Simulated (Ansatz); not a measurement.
VO₂, one structure, two calculations

Cell: a structure deposited in the COD.

```cif
data_VO2
_symmetry_space_group_name_H-M 'P4_2/mnm'
_symmetry_Int_Tables_number 136
_cell_length_a 4.5546
_cell_length_b 4.5546
_cell_length_c 2.8528
_cell_angle_alpha 90.000
_cell_angle_beta 90.000
_cell_angle_gamma 90.000
loop_
_atom_site_label
_atom_site_type_symbol
_atom_site_symmetry_multiplicity
_atom_site_Wyckoff_symbol
_atom_site_fract_x
_atom_site_fract_y
_atom_site_fract_z
V V 2 a 0.0000 0.0000 0.0000
O O 4 f 0.3001 0.3001 0.0000
```

One atom of each set is listed.

First run. The numbers come from a DFT calculation in Ansatz (PBE, plane waves and PAW, scalar-relativistic, collinear spin, 420 eV cutoff, Γ-centred 7×7×11 k-points, Fermi–Dirac smearing 0.02 eV). Start moments as typed (μB): 1 on each V, none on the rest.

| site | V_zz (10²¹ V/m²) | η | m (μB) |
| --- | --- | --- | --- |
| V | -0.77 | 0.13 | 0.83 |
| O | -2.94 | 0.87 | -0.05 |

Second run. The same atoms and settings, except that the mesh is 10×10×16 and the Fermi–Dirac smearing is 0.05 eV.

(1) What does the second run give?

Results:

(1) 

| site | V_zz | η | change of V_zz | m (μB) |
| --- | --- | --- | --- | --- |
| V | -0.71 | 0.09 | +0.06 | 0.83 |
| O | -2.91 | 0.90 | +0.03 | -0.05 |

The largest change of V_zz is on V, from -0.77 to -0.71. In per cent, |V_zz| changes by -1 on O (all sites that start above 2).

Semilocal functionals can leave a metal where correlation in the d or f shell opens a gap in the real compound, and that would change the values at and beside V. All moments are parallel here, as the start or the cell imposes; many such compounds order antiparallel, where fields and spin densities carried over to other atoms largely cancel. The magnetic order is the one that the run reached from its start moments, not necessarily the measured one.
